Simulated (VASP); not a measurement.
Input of a VASP 6.6.1 run:

File INCAR:

```
SYSTEM = Be
PREC     = Accurate       ! precision mode
ENCUT    = 520            ! plane-wave cutoff, eV
EDIFF    = 1E-6           ! SCF threshold, eV
ISMEAR   = 0              ! smearing method
SIGMA    = 0.1            ! smearing width, eV
LREAL    = .False.        ! projectors in reciprocal space
LASPH    = .True.         ! aspherical terms in the spheres
NELM     = 80             ! most SCF steps
ALGO     = Fast           ! electronic algorithm
ISIF     = 2              ! what is computed and relaxed
LWAVE    = .False.        ! write WAVECAR
LCHARG   = .True.         ! write CHGCAR
GGA      = PS             ! functional
LELF     = .True.         ! ELF
LVHAR    = .True.       
NBANDS   = 7              ! bands
```

The input KPOINTS:

```
Automatic mesh
0
Gamma
  24 24 24
  0 0 0
```

Contents of POSCAR:

```
Be
1.0
   -1.2407150539      1.2407150539      1.2407150539
    1.2407150539     -1.2407150539      1.2407150539
    1.2407150539      1.2407150539     -1.2407150539
Be
1
Direct
    0.0000000000      0.0000000000      0.0000000000
```

Potentials or basis: VASP PAW PBE potentials, release 64 (Be).

Launch:

```bash
$ cat potpaw_PBE.64/Be/POTCAR > POTCAR
$ mpirun -np 1 vasp_std > vasp.out
```

**Question.** Estimate the pressure.

**Answer.** 2.2 GPa.

**Question.** What does it give for the band gap on the k mesh?

**Answer.** None (metal or under the smearing width).

Caveat: the PAW data sets were made with another functional, which shifts forces and pressure a little.
